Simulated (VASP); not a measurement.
Write the native input for VASP 6.6.1 that does the following.

| Item | Value |
| --- | --- |
| Task | relaxation of cell and atoms |
| Functional | PBE |
| Potentials or basis | VASP PAW PBE potentials, release 64 (Ga_d) |
| Cutoff | 520 eV |
| k mesh | 7 × 7 × 7 |
| Occupations | gaussian, width 0.1 eV |
| Spin | no spin polarisation |
| Further INCAR settings | ALGO = Normal; EDIFF = 1e-07; IBRION = 2; POTIM = 0.3; EDIFFG = -0.005; NSW = 60; ISIF = 3 |

The structure of Ga lies in POSCAR:

```
Ga                                      
1.0
   -3.0520779095      3.0520779095      3.0520779095
    3.0520779095     -3.0520779095      3.0520779095
    3.0520779095      3.0520779095     -3.0520779095
  Ga            
     6
Direct
     0.2500000000000000    0.6250000000000000    0.3750000000000000
     0.3750000000000000    0.2500000000000000    0.6250000000000000
     0.7500000000000000    0.8750000000000000    0.1250000000000000
     0.1250000000000000    0.7500000000000000    0.8750000000000000
     0.6250000000000000    0.3750000000000000    0.2500000000000000
     0.8750000000000000    0.1250000000000000    0.7500000000000000
```

This isn't the form of Ga at room conditions, which is orthorhombic.

One way to write it, as run:

INCAR

```
SYSTEM = Ga
PREC = Accurate
ENCUT = 520
EDIFF = 1E-7
ISMEAR = 0
SIGMA = 0.1
LREAL = .FALSE.
LASPH = .TRUE.
NELM = 120
ALGO = Normal
ISIF = 3
LWAVE = .FALSE.
LCHARG = .FALSE.
GGA = PE
IBRION = 2
NSW = 60
EDIFFG = -0.005
POTIM = 0.3
```

KPOINTS

```
regular mesh
0
G
  7 7 7
  0 0 0
```

Potentials or basis: VASP PAW PBE potentials, release 64 (Ga_d).

The run is started by

```console
$ cat potpaw_PBE.64/Ga_d/POTCAR > POTCAR
$ mpirun -np 1 vasp_std > vasp.out
```

Results of the run:

The pressure after relaxing is 0.0 GPa. The band gap on the k mesh is none (metal or under the smearing width).

Caveat: the relaxation stopped at its first step, so nothing moved.

Run time: 67 s on 1 thread of AMD EPYC 9R45 (Zen 5) (shared host), peak memory 0.24 GiB.
